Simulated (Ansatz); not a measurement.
Input and command of a calculation in Ansatz (plane waves; scalar-relativistic PAW potentials unless the input names others):

```yaml
crystal:
  lattice:
    - [3.2733713725, -1.15e-08, 0.0002744711]
    - [-1.15e-08, 3.2733713725, 0.0002744711]
    - [1.6368777444, 1.6368777444, 2.2992513097]
  atoms:
    - { symbol: Hf, position: [0.0, 0.0, 0.0] }
    - { symbol: C, position: [0.5, 0.5, 0.0] }
basis:
  ecutwfc: 420
kpoints:
  mp_grid: { grid: [0, 11, 15] }
hamiltonian:
  xc: pbesol
scf:
  occupations: { method: gaussian, width: 0.1 }
  max_iter: 75
output:
  forces: true
  eigenvalues: true
  stress: true
```

```bash
ansatz run input.yaml --threads 2 --pin off --max-ram 6144MiB --backend cpu --events-out ev --progress --plain --runs-dir out
```

What will the program do with this input?

The program refuses it, because of a mesh with a zero (kpoints.mp_grid.grid: [11, 11, 15] → [0, 11, 15]). With the sound run's settings it is accepted.

Abridged log:
```
Error: invalid value for `kpoints.mp_grid.grid`: each dimension must be in 1..=255
```